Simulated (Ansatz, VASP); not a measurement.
# One calculation of GaAs, two programs

Contents of POSCAR:

```
GaAs
1.0
    0.0000000000      2.8330850955      2.8897467974
    2.8330850955      0.0000000000      2.8897467974
    2.8330850955      2.8330850955      0.0000000000
Ga As
1 1
Direct
    0.0000000000      0.0000000000      0.0000000000
    0.2500000000      0.2500000000      0.2500000000
```

Contents of INCAR.step1:

```
PREC = Accurate ; ENCUT = 520
ISMEAR = 0 ; SIGMA = 0.01
LREAL = F ; LASPH = T
NELM = 80 ; NBANDS = 16
GGA = PE ; ALGO = Normal
EDIFF = 1E-4 ; LWAVE = T
LCHARG = F
```

Contents of INCAR.step2:

```
PREC = Accurate ; ENCUT = 520
EDIFF = 1E-6 ; ISMEAR = 0
SIGMA = 0.01 ; LREAL = F
LASPH = T ; NELM = 80
ALGO = Normal ; ISIF = 2
LWAVE = F ; LCHARG = F
METAGGA = R2SCAN ; LMIXTAU = T
NBANDS = 16 ; ISTART = 1
```

KPOINTS

```
regular mesh
0
Gamma
  8 8 8
```

Input for Ansatz:

```yaml
crystal:
  lattice:
    - [0.0, 2.8330850955, 2.8897467974]
    - [2.8330850955, 0.0, 2.8897467974]
    - [2.8330850955, 2.8330850955, 0.0]
  atoms:
    - { symbol: Ga, position: [0.0, 0.0, 0.0] }
    - { symbol: As, position: [0.25, 0.25, 0.25] }
kpoints:
  mp_grid: { grid: [8, 8, 8] }
  band_path:
    path:
      - [0.0, 0.0, 0.0]
      - [-0.5, -0.5, 0.0]
      - [-0.375, -0.375, 0.25]
      - [-0.375, 0.0, 0.375]
      - [0.0, 0.0, 0.5]
      - [-0.5, -0.25, 0.25]
    npoints: 1
hamiltonian:
  xc: r2scan
scf:
  occupations: { method: fixed }
  n_extra_bands: 4
output:
  forces: true
  stress: true
  eigenvalues: true
  write_density: true
  write_potential: true
  elf: true
  volumetric_format: npy
```

Change from the starting cell: uniaxial_z strain +2.0%.

Alike in both runs: task single point; functional r2SCAN; k mesh 8 × 8 × 8; no spin polarisation.

```csv
,VASP,Ansatz
version,VASP 6.6.1,Ansatz 0.2.0
potentials or method,"VASP PAW PBE potentials, release 64 (Ga_d, As)","plane waves, PAW"
plane-wave cutoff (eV),520,500
occupations,"gaussian, width 0.01 eV",fixed
valence electrons in the cell,18,28
```

```csv
,VASP,Ansatz,Ansatz less VASP
gap on the k mesh at the Fermi level (eV),0.74,0.76,+0.019
pressure (GPa),-1.3,-1.4,-0.11
largest component of the traceless stress (GPa),0.89,0.92,+0.024
```

The two sets of potentials don't hold the same shells in valence.

Caveats: the PAW data sets were made with another functional, which shifts forces and pressure a little (VASP). A k mesh can miss the band edges.
